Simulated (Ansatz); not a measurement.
# Anharmonic phonons and stability of RbBr (Fm-3m), part 2 of 2

Wanted: self-consistent phonon frequencies, thermal pressure and a stability verdict for RbBr.

Ansatz 0.2.0; DFT PBE, scalar-relativistic, plane waves, PAW; PAW set soft_1.

So far. Step 2 (Probe on a coarse mesh): The start is under 1.0 GPa at this level and looks like an insulator or semiconductor on this mesh. Step 4 (Relaxing to small residual forces and stress): The residual pressure is 0.0050 GPa, small enough for phonons. The relaxed cell has a = 7.017 Å (conventional setting).

The database entry behind the starting cell differs from later determinations by our own check (about 0.5 % short), so it need not match the best structure at ambient conditions.

## 6. Self-consistent phonons

Harmonic theory ignores how far atoms move; here frames sampled at temperature supply the forces, and the run stops at an error target or a frame limit.

input.yaml

```yaml
crystal:
  lattice:
    - [0.0, 3.5085153886, 3.5085153886]
    - [3.5085153886, 0.0, 3.5085153886]
    - [3.5085153886, 3.5085153886, 0.0]
  atoms:
    - { symbol: Rb, position: [0.0, 0.0, 0.0] }
    - { symbol: Br, position: [0.5, 0.5, 0.5] }
kpoints:
  mp_grid: { grid: [4, 4, 4] }
hamiltonian:
  xc: pbe
  pseudopotentials: { kind: paw, azcp: { folder: soft_1 } }
scf:
  occupations: { method: fixed }
  lower_state_search: "off"
output:
  stress: true
  eigenvalues: true
phonons:
  method: fd
  dielectric: false
  supercell: [2, 2, 2]
  temperatures: { t_max: 1000, t_step: 50 }
  qpath:
    path:
      - [[0.0, 0.0, 0.0], [0.5, 0.0, 0.5], [0.625, 0.25, 0.625]]
      - [[0.375, 0.375, 0.75], [0.0, 0.0, 0.0], [0.5, 0.5, 0.5], [0.5, 0.25, 0.75], [0.5, 0.0, 0.5]]
    npoints: 10
  self_consistent:
    temperatures: [50.0, 200.0, 400.0, 500.0]
    max_frames: 96
    max_frequency_error: 3.0
```

Launch:

```sh
$ ansatz run input.yaml --threads 8 --pin off --max-ram 16384MiB --backend cpu --events-out ev --progress --plain --runs-dir out
```

Numbers of over 12 decimals in the logs are rounded to 6 here.

The log of the run:

```text
[...]
Crystal: 16 atoms, lattice volume = 691.019 Å³
Basis set: ecut = 420 eV, 13539 PW (Γ), exchange–correlation on 144×144×144 points (8 copies of the dense FFT grid, shifted against one another)
Bands: 80, of which v1, the nominal top of the filled ones, is band 64 counted from 1 (63 counted from 0)
Symmetry: 384 space group operations
k-points: 3 of 8
[...]
SCF iter   1: F=—  HF=-48432.813232 eV  |F-HF|=—  |Δ(HF+E_count)|=         —  Δρ=1.54e-8  dr2=9.89e-13  ethr=1.00e-12  ⟨swp⟩=3.0  Hψ=600  notcnv=0
[...]
SCF iter   2: F=-48432.813232 eV  HF=-48432.813232 eV  |F-HF|=7.28e-12  |Δ(HF+E_count)|=  7.28e-12  Δρ=8.05e-9  dr2=2.41e-13  ethr=1.00e-12  ⟨swp⟩=3.0  Hψ=630  notcnv=0
SCF 1 converged in 2 iterations: F = -48432.813232 eV  dr2 = 2.41e-13
[...]
Symmetry: 8 space group operations
k-points: 4 of 8
[...]
SCF iter   1: F=—  HF=-48432.813211 eV  |F-HF|=—  |Δ(HF+E_count)|=         —  Δρ=2.73e-5  dr2=1.07e-5  ethr=3.07e-9  ⟨swp⟩=4.0  Hψ=1336  notcnv=0  defer=23
eigensolver tolerance schedule calibrated: the retry pair's looser diagonalisation under-reported the residual by θ = 0.63 (0.11/decade); ethr = c·dr2/N_el runs at the constant in force after the calibration composes with the one it found (an armed cap, an earlier calibration), c = 9.0e-2
SCF iter   2: F=—  HF=-48432.813228 eV  |F-HF|=—  |Δ(HF+E_count)|=   1.71e-5  Δρ=1.05e-5  dr2=1.31e-6  ethr=3.07e-9  ⟨swp⟩=2.0  Hψ=476  notcnv=0  defer=23
[...]
SCF iter   6: F=-48432.813228 eV  HF=-48432.813228 eV  |F-HF|=1.46e-11  |Δ(HF+E_count)|=  2.18e-10  Δρ=1.63e-8  dr2=2.49e-12  ethr=1.00e-12  ⟨swp⟩=5.0  Hψ=1604  notcnv=0
SCF 2 converged in 6 iterations: F = -48432.813228 eV  dr2 = 2.49e-12
[...]
SCF iter   6: F=-48432.813228 eV  HF=-48432.813228 eV  |F-HF|=7.28e-12  |Δ(HF+E_count)|=  1.60e-10  Δρ=1.42e-8  dr2=2.86e-12  ethr=1.00e-12  ⟨swp⟩=6.0  Hψ=1552  notcnv=0
SCF 3 converged in 6 iterations: F = -48432.813228 eV  dr2 = 2.86e-12
[...]
── the supercell at rest and the probe, ahead of the frames of phonons at temperature ──
Symmetry: 1 space group operations
k-points: 8
[...]
SCF iter   1: F=—  HF=-48437.079003 eV  |F-HF|=—  |Δ(HF+E_count)|=         —  Δρ=2.80e-2  dr2=1.07e1  ethr=3.10e-3  ⟨swp⟩=5.0  Hψ=2013  notcnv=0  defer=105
[...]
SCF iter   9: F=-48432.813232 eV  HF=-48432.813232 eV  |F-HF|=1.70e-9  |Δ(HF+E_count)|=   1.12e-8  Δρ=2.25e-7  dr2=4.36e-10  ethr=1.25e-12  ⟨swp⟩=5.0  Hψ=2592  notcnv=0
SCF 1 converged in 9 iterations: F = -48432.813232 eV  dr2 = 4.36e-10
SCF iter   1: F=—  HF=-48437.080217 eV  |F-HF|=—  |Δ(HF+E_count)|=         —  Δρ=2.80e-2  dr2=1.07e1  ethr=3.10e-3  ⟨swp⟩=5.0  Hψ=2013  notcnv=0  defer=112
[...]
SCF iter   9: F=-48432.812930 eV  HF=-48432.812930 eV  |F-HF|=1.92e-9  |Δ(HF+E_count)|=   1.79e-8  Δρ=2.38e-7  dr2=4.90e-10  ethr=1.25e-12  ⟨swp⟩=5.0  Hψ=2592  notcnv=0
SCF 2 converged in 9 iterations: F = -48432.812930 eV  dr2 = 4.90e-10
[...]
── population 1 of phonons at temperature: 8 frames at 500 K, the first ──
── frame 1/8 of population 1 ──
[...]
SCF iter   1: F=—  HF=-48436.122990 eV  |F-HF|=—  |Δ(HF+E_count)|=         —  Δρ=2.81e-2  dr2=1.10e1  ethr=3.10e-3  ⟨swp⟩=5.2  Hψ=2350  notcnv=0  defer=110
[...]
SCF iter  10: F=-48431.801595 eV  HF=-48431.801595 eV  |F-HF|=5.46e-10  |Δ(HF+E_count)|=   1.23e-8  Δρ=1.68e-7  dr2=3.17e-10  ethr=1.25e-12  ⟨swp⟩=5.0  Hψ=2323  notcnv=0
SCF 1 converged in 10 iterations: F = -48431.801595 eV  dr2 = 3.17e-10
── frame 2/8 of population 1 ──
[...]
SCF iter   1: F=—  HF=-48436.195935 eV  |F-HF|=—  |Δ(HF+E_count)|=         —  Δρ=2.81e-2  dr2=1.10e1  ethr=3.10e-3  ⟨swp⟩=5.6  Hψ=2257  notcnv=0  defer=110
[...]
SCF iter  10: F=-48431.870483 eV  HF=-48431.870483 eV  |F-HF|=5.46e-10  |Δ(HF+E_count)|=   1.08e-8  Δρ=1.71e-7  dr2=3.09e-10  ethr=1.25e-12  ⟨swp⟩=5.0  Hψ=2454  notcnv=0
SCF 1 converged in 10 iterations: F = -48431.870483 eV  dr2 = 3.09e-10
[...]
── frame 3/8 of population 1 ──
SCF iter   1: F=—  HF=-48436.218955 eV  |F-HF|=—  |Δ(HF+E_count)|=         —  Δρ=2.81e-2  dr2=1.09e1  ethr=3.10e-3  ⟨swp⟩=5.2  Hψ=2331  notcnv=0  defer=111
[...]
SCF iter  10: F=-48431.939149 eV  HF=-48431.939149 eV  |F-HF|=5.17e-10  |Δ(HF+E_count)|=   7.92e-9  Δρ=1.44e-7  dr2=2.32e-10  ethr=1.25e-12  ⟨swp⟩=5.0  Hψ=2322  notcnv=0
SCF 1 converged in 10 iterations: F = -48431.939149 eV  dr2 = 2.32e-10
── frame 4/8 of population 1 ──
SCF iter   1: F=—  HF=-48436.145204 eV  |F-HF|=—  |Δ(HF+E_count)|=         —  Δρ=2.81e-2  dr2=1.09e1  ethr=3.10e-3  ⟨swp⟩=5.1  Hψ=2161  notcnv=0  defer=110
[...]
SCF iter   6: F=—  HF=-48431.861808 eV  |F-HF|=—  |Δ(HF+E_count)|=   1.59e-3  Δρ=6.10e-5  dr2=3.90e-5  ethr=4.35e-7  ⟨swp⟩=2.1  Hψ=1022  notcnv=0  defer=112
[...]
32.91       32.59 ±  0.03       32.58 ±  0.03
            59.46       59.09 ±  0.02       59.07 ±  0.02
            78.31       79.99 ±  0.03       78.83 ±  0.05
            78.31       79.99 ±  0.03       78.83 ±  0.05
[...]
55.82       58.58 ±  0.05       54.81 ±  0.10
            55.82       58.58 ±  0.05       54.81 ±  0.10
            60.29       62.95 ±  0.06       59.02 ±  0.18
            60.29       62.95 ±  0.06       59.02 ±  0.18
            83.25       85.14 ±  0.07       82.57 ±  0.08
            87.13       88.73 ±  0.07       86.27 ±  0.17
      q 0.0000 0.5000 0.5000, and 2 like it
            32.91       31.99 ±  0.06       31.93 ±  0.06
            32.91       31.99 ±  0.06       31.93 ±  0.06
            59.46       58.51 ±  0.06       58.43 ±  0.06
            78.31       82.90 ±  0.04       78.60 ±  0.06
            78.31       82.90 ±  0.04       78.60 ±  0.06
            81.41       86.41 ±  0.19       82.38 ±  0.34
  at 400 K
[...]
the ions' mean positions are those at rest
[...]
pressure 0.5184 ± 0.0086 GPa; at rest 0.0063, so that the ions' motion makes +0.5121
[...]
nothing is told beyond the Gaussian: the rings are not walked yet
[...]
q 0.0000 0.0000 0.0000
            76.16       83.59 ±  0.12       75.16 ±  0.24
            76.16       83.59 ±  0.12       75.16 ±  0.24
            76.16       83.59 ±  0.12       75.16 ±  0.24
      q 0.0000 0.0000 0.5000, and 3 like it
            55.82       60.69 ±  0.05       53.97 ±  0.15
[...]
q 0.0000 0.5000 0.5000, and 2 like it
[...]
at 500 K
[...]
the ions' mean positions are those at rest
[...]
pressure 0.6279 ± 0.0107 GPa; at rest 0.0063, so that the ions' motion makes +0.6216
[...]
nothing is told beyond the Gaussian: the rings are not walked yet
[...]
q 0.0000 0.0000 0.0000
[...]
q 0.0000 0.0000 0.5000, and 3 like it
[...]
q 0.0000 0.5000 0.5000, and 2 like it
[...]
--- Phonons: 2 displaced members + reference (amplitude 0.0025 Å, Σ member SCF iterations 12) ---
  symmetry images taken by strict's conditions (phonons.symmetry_images: auto; settled by no image being taken that strict refuses)
  ASR residual: 1.707e-4 → 0.000e0 eV/Å²; symmetrization residual: 9.479e-5 eV/Å²
  largest component of a force at the reference: 5.2e-27 eV/Å
  ASR residual per site (eV/Å²): 1.71e-4 4.28e-5
  Γ frequencies (cm⁻¹): 0.00 0.00 0.00 76.16 76.16 76.16
  density of states and harmonic sums: on the 2×2×2 q-mesh (no non-analytic term)
  zero-point energy: 0.022696 eV/cell   skipped modes (ω ≤ 0): 3   left out of the sums: 6.25e-2 of the cell's modes: C_V's classical limit lies that fraction below 3 k_B per atom; for a crystal, a wire or a layer, F and S can be off by more, and a phonons.interpolated_qmesh denser along its periods is the remedy for the sampling
--- Phonons at temperature: the self-consistent harmonic approximation ---
  32 frames of 16 atoms (2×2×2 cells), in populations of 8, 8 at 500 K and 8 at 200 K and 8 at 50 K: nothing lacks frames
  at 50 K
[...]
the ions' mean positions are those at rest
[...]
pressure 0.1034 ± 0.0016 GPa; at rest 0.0063, so that the ions' motion makes +0.0970
[...]
beyond the Gaussian, in the hollow that it stands in and those that the ions reach from there, by exact statistics on the surface that is fitted to the frames (rings of 6 beads):
      free energy -0.000095 ± 0.000013 eV a cell
      leaving out a pair of frames, or group of many, changes the fitted energy by up to 0.01 k_B T, T the rings' temperature (one standard deviation); of these ± those of the frequencies lack the bias that few frames leave, and those of the mean squares the mean places' part of it
      pressure +0.0012 ± 0.0002 GPa; with it, by the rings' own mean, 0.1045 ± 0.0017, so that the ions' motion makes +0.0982: by the supercell's own 45 modes alone, as the Gaussian's
      mean square displacement, over the three axes, of site 0 from 0, Rb, the most changed: 0.01523 ± 0.00008 Å², of which +0.00026 beyond the Gaussian's
      softest frequency by how far the rings' centres move (above zero always: no sign of whether the crystal stands): 32.57 ± 0.03 cm⁻¹ at q 0.0000 0.5000 0.5000
[...]
q 0.0000 0.0000 0.0000
[...]
q 0.0000 0.0000 0.5000, and 3 like it
[...]
q 0.0000 0.5000 0.5000, and 2 like it
[...]
at 200 K
[...]
the ions' mean positions are those at rest
[...]
pressure 0.2839 ± 0.0074 GPa; at rest 0.0063, so that the ions' motion makes +0.2775
[...]
free energy -0.001511 ± 0.000046 eV a cell
[...]
q 0.0000 0.0000 0.0000
[...]
q 0.0000 0.0000 0.5000, and 3 like it
[...]
q 0.0000 0.5000 0.5000, and 2 like it
[...]
at 400 K
[...]
the ions' mean positions are those at rest
[...]
pressure 0.5184 ± 0.0086 GPa; at rest 0.0063, so that the ions' motion makes +0.5121
[...]
free energy -0.005802 ± 0.000249 eV a cell
[...]
q 0.0000 0.0000 0.0000
[...]
q 0.0000 0.0000 0.5000, and 3 like it
[...]
q 0.0000 0.5000 0.5000, and 2 like it
[...]
at 500 K
[...]
the ions' mean positions are those at rest
[...]
pressure 0.6279 ± 0.0107 GPa; at rest 0.0063, so that the ions' motion makes +0.6216
[...]
free energy -0.008275 ± 0.000431 eV a cell
[...]
q 0.0000 0.0000 0.0000
[...]
q 0.0000 0.0000 0.5000, and 3 like it
[...]
83.25       87.56 ±  0.38       82.05 ±  0.53
            87.13       90.51 ±  0.24       85.19 ±  0.49
      q 0.0000 0.5000 0.5000, and 2 like it
            32.91       30.85 ±  0.22       30.68 ±  0.21
            32.91       30.85 ±  0.22       30.68 ±  0.21
            59.46       57.62 ±  0.18       57.40 ±  0.18
            78.31       88.15 ±  0.31       78.82 ±  0.61
            78.31       88.15 ±  0.31       78.82 ±  0.61
            81.41       91.78 ±  0.25       83.04 ±  0.53
```

It took 2.7 min on 8 threads of Arm Neoverse V1, shared host; peak memory 2.2 GiB; 19 min of CPU time.

Numbers from this step:

| Quantity | Value |
| --- | --- |
| point group | m-3m |
| frames solved | 32 |
| pressure of the lattice at rest | 0.006332 GPa |

50 K; each column in its own order of rank; one wavevector of each set of like ones; translations left out; no LO-TO term. Modes at 50K, by row:

```tsv
q1	q2	q3	rank	harmonic (cm⁻¹)	gaussian (cm⁻¹)	gaussian error (cm⁻¹)	hessian (cm⁻¹)	hessian error (cm⁻¹)	path integral (cm⁻¹)	path integral error (cm⁻¹)
0	0	0	1	76.2	77.7	0	76.5	0.1	76.2	0.1
0	0	0	2	76.2	77.7	0	76.5	0.1	76.2	0.1
0	0	0	3	76.2	77.7	0	76.5	0.1	76.2	0.1
0	0	0.5	1	55.8	56.8	0	55.8	0	55.7	0.1
0	0	0.5	2	55.8	56.8	0	55.8	0	55.7	0.1
0	0	0.5	3	60.3	61.3	0	60.2	0	60.2	0.1
0	0	0.5	4	60.3	61.3	0	60.2	0	60.2	0.1
0	0	0.5	5	83.3	83.9	0	83.2	0	83.2	0.1
0	0	0.5	6	87.1	87.7	0	87	0	87.1	0.1
0	0.5	0.5	1	32.9	32.6	0	32.6	0	32.6	0
0	0.5	0.5	2	32.9	32.6	0	32.6	0	32.6	0
0	0.5	0.5	3	59.5	59.1	0	59.1	0	59.1	0
0	0.5	0.5	4	78.3	80	0	78.8	0	78.9	0.1
0	0.5	0.5	5	78.3	80	0	78.8	0	78.9	0.1
0	0.5	0.5	6	81.4	83.2	0	82.1	0.1	82	0.1
```

200 K; each column in its own order of rank; one wavevector of each set of like ones; translations left out; no LO-TO term. Modes at 200K, by row:

```tsv
q1	q2	q3	rank	harmonic (cm⁻¹)	gaussian (cm⁻¹)	gaussian error (cm⁻¹)	hessian (cm⁻¹)	hessian error (cm⁻¹)	path integral (cm⁻¹)	path integral error (cm⁻¹)
0	0	0	1	76.2	80.3	0.2	75.7	0.2	75.1	0.3
0	0	0	2	76.2	80.3	0.2	75.7	0.2	75.1	0.3
0	0	0	3	76.2	80.3	0.2	75.7	0.2	75.1	0.3
0	0	0.5	1	55.8	58.6	0	54.8	0.1	54.6	0.2
0	0	0.5	2	55.8	58.6	0	54.8	0.1	54.6	0.2
0	0	0.5	3	60.3	63	0.1	59	0.2	58.7	0.2
0	0	0.5	4	60.3	63	0.1	59	0.2	58.7	0.2
0	0	0.5	5	83.3	85.1	0.1	82.6	0.1	82.4	0.2
0	0	0.5	6	87.1	88.7	0.1	86.3	0.2	86	0.2
0	0.5	0.5	1	32.9	32	0.1	31.9	0.1	31.9	0.1
0	0.5	0.5	2	32.9	32	0.1	31.9	0.1	31.9	0.1
0	0.5	0.5	3	59.5	58.5	0.1	58.4	0.1	58.4	0.1
0	0.5	0.5	4	78.3	82.9	0	78.6	0.1	78.6	0.2
0	0.5	0.5	5	78.3	82.9	0	78.6	0.1	78.6	0.2
0	0.5	0.5	6	81.4	86.4	0.2	82.4	0.3	82.2	0.3
```

400 K; each column in its own order of rank; one wavevector of each set of like ones; translations left out; no LO-TO term. Modes at 400K, by row:

```tsv
q1	q2	q3	rank	harmonic (cm⁻¹)	gaussian (cm⁻¹)	gaussian error (cm⁻¹)	hessian (cm⁻¹)	hessian error (cm⁻¹)	path integral (cm⁻¹)	path integral error (cm⁻¹)
0	0	0	1	76.2	83.6	0.1	75.2	0.2	74.7	0.5
0	0	0	2	76.2	83.6	0.1	75.2	0.2	74.7	0.5
0	0	0	3	76.2	83.6	0.1	75.2	0.2	74.7	0.5
0	0	0.5	1	55.8	60.7	0	54	0.2	53.5	0.3
0	0	0.5	2	55.8	60.7	0	54	0.2	53.5	0.3
0	0	0.5	3	60.3	65.1	0.2	58.1	0.3	57.2	0.4
0	0	0.5	4	60.3	65.1	0.2	58.1	0.3	57.2	0.4
0	0	0.5	5	83.3	86.8	0.2	82.1	0.3	82	0.3
0	0	0.5	6	87.1	90	0.1	85.5	0.2	84.8	0.5
0	0.5	0.5	1	32.9	31.2	0.1	31	0.1	30.6	0.3
0	0.5	0.5	2	32.9	31.2	0.1	31	0.1	30.6	0.3
0	0.5	0.5	3	59.5	57.9	0.1	57.7	0.1	57.3	0.2
0	0.5	0.5	4	78.3	86.5	0.1	78.7	0.2	78.6	0.3
0	0.5	0.5	5	78.3	86.5	0.1	78.7	0.2	78.6	0.3
0	0.5	0.5	6	81.4	90.1	0.2	82.8	0.3	81.9	0.7
```

500 K; each column in its own order of rank; one wavevector of each set of like ones; translations left out; no LO-TO term. Modes at 500K, by row:

```tsv
q1	q2	q3	rank	harmonic (cm⁻¹)	gaussian (cm⁻¹)	gaussian error (cm⁻¹)	hessian (cm⁻¹)	hessian error (cm⁻¹)	path integral (cm⁻¹)	path integral error (cm⁻¹)
0	0	0	1	76.2	85.1	0.3	74.9	0.7	74.3	0.5
0	0	0	2	76.2	85.1	0.3	74.9	0.7	74.3	0.5
0	0	0	3	76.2	85.1	0.3	74.9	0.7	74.3	0.5
0	0	0.5	1	55.8	61.6	0.1	53.6	0.6	53	0.5
0	0	0.5	2	55.8	61.6	0.1	53.6	0.6	53	0.5
0	0	0.5	3	60.3	66	0.4	57.7	0.9	56.9	0.4
0	0	0.5	4	60.3	66	0.4	57.7	0.9	56.9	0.4
0	0	0.5	5	83.3	87.6	0.4	82	0.5	82	0.5
0	0	0.5	6	87.1	90.5	0.2	85.2	0.5	84.6	1
0	0.5	0.5	1	32.9	30.9	0.2	30.7	0.2	30.1	0.5
0	0.5	0.5	2	32.9	30.9	0.2	30.7	0.2	30.1	0.5
0	0.5	0.5	3	59.5	57.6	0.2	57.4	0.2	56.8	0.5
0	0.5	0.5	4	78.3	88.1	0.3	78.8	0.6	78.3	0.5
0	0.5	0.5	5	78.3	88.1	0.3	78.8	0.6	78.3	0.5
0	0.5	0.5	6	81.4	91.8	0.3	83	0.5	82.5	0.9
```

By temperature, by row:

```tsv
T (K)	verdict	pressure (GPa)	error (GPa)	vibrational free energy (eV/cell)	entropy (J/mol-cell/K)	free energy beyond the Gaussian (eV/cell)	mean-square displacement of the first Rb, sum over three axes, rings (Å²)	rings doubtful
50	stable	0.1034	0.0016	0.01807	25.49	-9.48e-5	0.01523	false
200	stable	0.2839	0.0074	-0.07493	83.21	-0.00151	0.05301	false
400	stable	0.5184	0.0086	-0.2833	114.2	-0.0058	0.1109	false
500	stable	0.6279	0.011	-0.4071	124.2	-0.00828	0.1425	false
```

Table of lowest frequency on the supercell's wavevectors (translations apart) by temperature:

```tsv
temperature (K)	harmonic (cm⁻¹)	gaussian (cm⁻¹)	hessian (cm⁻¹)	path integral (cm⁻¹)
50	32.9	32.6	32.6	32.6
200	32.9	32.0	31.9	31.9
400	32.9	31.2	31.0	30.6
500	32.9	30.9	30.7	30.1
```

Free-energy Hessian at 500 K, interpolated by phonopy, no LO-TO term. Phonon branches along the path, in cm⁻¹:

```tsv
point	branch 1	branch 2	branch 3	branch 4	branch 5	branch 6
Γ	0	0	0	75	75	75
halfway	26	26	60	68	78	78
X	31	31	57	79	79	83
halfway	33	38	56	77	79	83
U	39	53	53	71	80	83
jump to K	39	53	54	71	80	83
halfway	33	39	61	64	79	80
Γ	0	0	0	75	75	75
halfway	30	30	53	71	71	83
L	54	54	58	58	82	85
halfway	48	49	63	63	81	82
W	48	48	61	62	82	82
halfway	37	43	55	74	80	83
X	31	31	57	79	79	83
```

The phonon branches as a text plot (rows in cm⁻¹):

```
     85 |                                   **********
     81 |          **************          *     ****************
     78 |  **************  *  *******    **     *             ***
     74 |****           **  **       *******                 *
     71 |    *  **        * ****   **       *  *            *
     67 |     **                 **          **            *
     63 |       **         *    *            ***     ******
     60 |     **  ***       *****               * ***    **
     56 |            *****                       *         * ****
     52 |                 * **              *    ****       *
     49 |    *           * *  ** **             *    *******
     45 |                  ***                 *           *
     42 |               *                  *                **
     38 |              * **   ***            **              **
     34 |  **         ***       *  **                         **
     31 |         *****          **         *                   *
     27 |     ****               **      **
     24 |                                  *
     20 |    *                     **
     16 | ***                      ***   **
     13 |                               *
      9 | *                          *  *
      5 |
      2 |*                            **
         Γ           X  U|K            Γ         L        W     X
```

The lowest frequency on the supercell's wavevectors (translations apart) is 32.9 cm⁻¹ at 200 K (harmonic); 32.0 cm⁻¹ at 200 K (gaussian); 31.9 cm⁻¹ at 200 K (hessian). The highest branch reaches 86.8 cm⁻¹ on this path, between Γ and L.

## 7. Summary of results

```
50 K  : stable; softest mode 32.6 cm⁻¹ (harmonic 32.9); pressure 0.103 GPa
200 K : stable; softest mode 31.9 cm⁻¹ (harmonic 32.9); pressure 0.284 GPa
400 K : stable; softest mode 31.0 cm⁻¹ (harmonic 32.9); pressure 0.518 GPa
500 K : stable; softest mode 30.7 cm⁻¹ (harmonic 32.9); pressure 0.628 GPa
```

**Reading.** At fixed cell RbBr is judged stable at 50 K, stable at 200 K, stable at 400 K and stable at 500 K. The crystal is harmonically stable on these wavevectors; at fixed cell its lowest frequency is 32.9 cm⁻¹ in the harmonic picture and 30.7 cm⁻¹ from the free energy at 500 K. At 500 K the largest relative shift among harmonically stable modes above 20 cm⁻¹ that exceeds three times its error is at q = (0, 0.5, 0.5): 32.9 cm⁻¹ becomes 30.7 ± 0.2 cm⁻¹, matching modes by rank. The pressure column includes 0.0063 GPa of the lattice at rest on the supercell's coarser k-mesh; in the Gaussian the ions' motion adds +0.62 GPa at 500 K, from the supercell's own modes alone. The cell is held fixed, the 16-atom supercell samples only its own wavevectors, and LO–TO splitting and linewidths are not included; the verdicts are statistical. The cell of these runs is 7 % larger in volume than the database cell; frequencies and all that rests on them shift with it.

[Logs are printed without paths, hosts, clocks, repeated set-up lines and the standing remarks that a program may print on its own settings, such as how far it seeks lower states.]

[Hosts, paths, dates, database ids (printed as entryN), source tags and the programs' standing remarks are cut or masked in the printed files.]

[A step with changed settings may run another functional than the one named; its input shows which.]
